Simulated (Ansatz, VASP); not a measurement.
## BiTe: VASP beside Ansatz

```xyz
2
Lattice="0.0000 3.2218 3.2218 3.2218 0.0000 3.2218 3.2218 3.2218 0.0000" Properties=species:S:1:pos:R:3 pbc="T T T"
Bi    0.0000    0.0000    0.0000
Te    3.2218    3.2218    3.2218
```

Alike in both runs: task single point; functional PBEsol; k mesh 12 × 12 × 12; occupations fermi-dirac, width 0.15 eV; no spin polarisation.

|  | VASP | Ansatz |
| --- | --- | --- |
| version | VASP 6.6.1 | Ansatz 0.2.0 |
| potentials or method | VASP PAW PBE potentials, release 64 (Bi_d, Te) | scalar-relativistic, plane waves, PAW |
| plane-wave cutoff (eV) | 520 | 420 |
| valence electrons in the cell | 21 | 31 |

|  | VASP | Ansatz | Ansatz less VASP |
| --- | --- | --- | --- |
| gap on the k mesh at the Fermi level (eV) | none | none | - |
| pressure (GPa) | -1.0 | -1.0 | +0.02 |

A gap of «none» marks a metal or a gap that the smearing closes. The two sets of potentials don't hold the same shells in valence.

Caveats: the PAW data sets were made with another functional, which shifts forces and pressure a little (VASP); spin-orbit coupling is left out, which moves the levels of the heavy elements.
